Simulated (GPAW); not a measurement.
Crystal: Al3Cu.

```
CELL_PARAMETERS angstrom
2.77841 0.00000 0.00000
0.00000 2.77841 0.00000
0.00000 0.00000 7.51340
ATOMIC_POSITIONS crystal
Cu 0.00000 0.00000 0.00000
Al 0.50000 0.50000 0.77388
Al 0.50000 0.50000 0.22612
Al 0.00000 0.00000 0.50000
```

The cell comes from a database or a generator and needn't be the stable form of this composition.

- Program: GPAW 26.7.0
- Task: relaxation of cell and atoms
- Functional: PBEsol
- Dispersion: D3(BJ)+ATM
- Potentials or basis: PAW data sets generated in the run's folder for this functional
- Cutoff: 600 eV
- Basis: pw
- k mesh: 8 × 8 × 3
- Occupations: fermi-dirac, width 0.05 eV
- Spin: no spin polarisation

At the start: pressure -1.9 GPa; volume 14.50 Å³/atom.

Task: Where does the relaxation end?

Result: Over 9 steps the energy falls by 3.5 meV/atom and the volume is 14.27 Å³/atom (-1.6 %); space group P4/mmm (No. 123, to 0.05 Å).

The path:
| step | energy change (eV) | largest force (eV/Å) | pressure (GPa) | volume (Å³) |
| --- | --- | --- | --- | --- |
| 1 | 0.0000 | 0.1547 | -1.94 | 58.00 |
| 2 | -0.0021 | 0.1398 | -1.72 | 57.89 |
| 3 | -0.0109 | 0.0176 | 0.28 | 56.95 |
| 4 | -0.0111 | 0.0059 | 0.13 | 57.01 |
| 5 | -0.0113 | 0.0035 | -0.01 | 57.08 |
| 6 | -0.0125 | 0.0274 | -0.39 | 57.27 |
| 7 | -0.0133 | 0.0325 | -0.48 | 57.31 |
| 8 | -0.0138 | 0.0133 | -0.24 | 57.20 |
| 9 | -0.0140 | 0.0044 | -0.02 | 57.10 |

Final structure:
```
CELL_PARAMETERS angstrom
2.77861 0.00000 0.00000
0.00000 2.77861 0.00000
0.00000 0.00000 7.39538
ATOMIC_POSITIONS crystal
Cu 0.00000 0.00000 0.00000
Al 0.50000 0.50000 0.77658
Al 0.50000 0.50000 0.22342
Al 0.00000 0.00000 0.50000
```

Caveat: with this Cu data set, volumes or pressures lay over 1.5 % or 2 GPa off other programs in two to four cells of ten; later steps reuse the first step's grids; pairwise dispersion overbinds metals, which lowers pressure and volume.
